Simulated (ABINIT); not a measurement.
Runs of ABINIT 10.8.3 (patched build) on Pb. The cell holds a slab with vacuum, 4 atoms: a = 3.480 Å, b = 3.480 Å, c = 23.385 Å, α = 90.00°, β = 90.00°, γ = 120.00°. 

| task | level | cell | preconditioner (iprcel) | optimiser (ionmov) | force stop (Ha/bohr) | gap on the mesh (eV) | largest force (eV/Å) | work function (eV) |
| --- | --- | --- | --- | --- | --- | --- | --- | --- |
| work function | PBE | cell taken from the last step of an earlier PBE relaxation by this program, which needn't have reached its minimum | - | - | - | none | 0.05 | 3.81 |
| single point | PBEsol | as given | 45 | - | - | none | (b) | - |
| work function | PBE | as given | - | - | - | none | 0.41 | (a) |
| relaxation of the atoms | PBE+D3 | atoms relaxed | 45 | 3 | 0.0001 | none | - | - |

Alike in all rows: potentials or basis JTH PAW PBE v2.0; no spin polarisation; k mesh 9 × 9 × 1; cutoff (eV) 599; smearing fermi-dirac 0.05 eV.

**Question.** Fill in the values left out.

**Answer.** (a) 3.80; (b) 0.40.

Caveats: the PAW data sets were made with another functional, which shifts forces and pressure a little (some runs).

A k mesh can miss the band edges, and the runs leave out spin-orbit coupling on Pb.

A gap of «none» marks a metal or a gap under the smearing width.
